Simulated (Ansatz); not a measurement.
Runs of Ansatz 0.2.0 on BN. It takes space group P6_3mc (No. 186, hexagonal). The conventional cell has a = 2.554 Å, b = 2.554 Å, c = 4.227 Å, α = 90.00°, β = 90.00°, γ = 120.00°. Around N (site symmetry 3m) lie 4 B at 1.57 to 1.58 Å. B (site symmetry 3m) is surrounded by 4 N at 1.57 to 1.58 Å. Measurements of this composition are mostly on another form, of space group No. 194.

| task | level | cell | k mesh | smearing | points for each segment of the path | broadening | gap on the mesh (eV) | pressure (GPa) | relaxed volume (Å³/atom) |
| --- | --- | --- | --- | --- | --- | --- | --- | --- | --- |
| band structure | PBEsol | as given | 12 × 12 × 6 | fermi-dirac 0.05 eV | 14 | - | 4.99 | -5.9 | - |
| relaxation of cell and atoms | revPBE | relaxed | 12 × 12 × 6 | fermi-dirac 0.05 eV | - | - | (b) | 0.0 | 6.04 |
| relaxation of cell and atoms | PBE+D3(BJ) | relaxed | 12 × 12 × 6 | fermi-dirac 0.05 eV | - | - | 5.20 | 0.0 | (c) |
| relaxation of cell and atoms | PBEsol+D4 | relaxed | 12 × 12 × 6 | fermi-dirac 0.05 eV | - | - | 4.95 | 0.0 | 5.83 |
| phonons | LDA | as given | 9 × 9 × 5 | fixed | - | - | 4.99 | - | - |
| optical spectrum | RPBE+D3(BJ) | as given | 12 × 12 × 6 | fermi-dirac 0.02 eV | - | 0.05 eV | (a) | - | - |
| relaxation of cell and atoms | HSE06 | relaxed | 8 × 8 × 4 | fermi-dirac 0.05 eV | - | - | 6.86 | - | 5.83 |

Alike in all rows: potentials or basis Ansatz PAW; no spin polarisation; cutoff (eV) 420.

Problem. Estimate the missing entries.

Solution. (a) 5.29; (b) 5.30; (c) 5.88.

Caveats: the PAW data sets come from PBE, with cores solved anew for the run's functional, which leaves a small shift of forces and pressure (some runs); the plane-wave basis is chosen anew once the cell has moved, so the energies of steps on either side of that aren't comparable (some runs); the potentials were made for another functional, which shifts forces and pressure (some runs); odd divisions of the mesh miss points on the zone boundary, where band edges often lie, so the gap on the mesh can be too wide (some runs).

A k mesh can miss the band edges.

Not every run made on this cell is shown here.
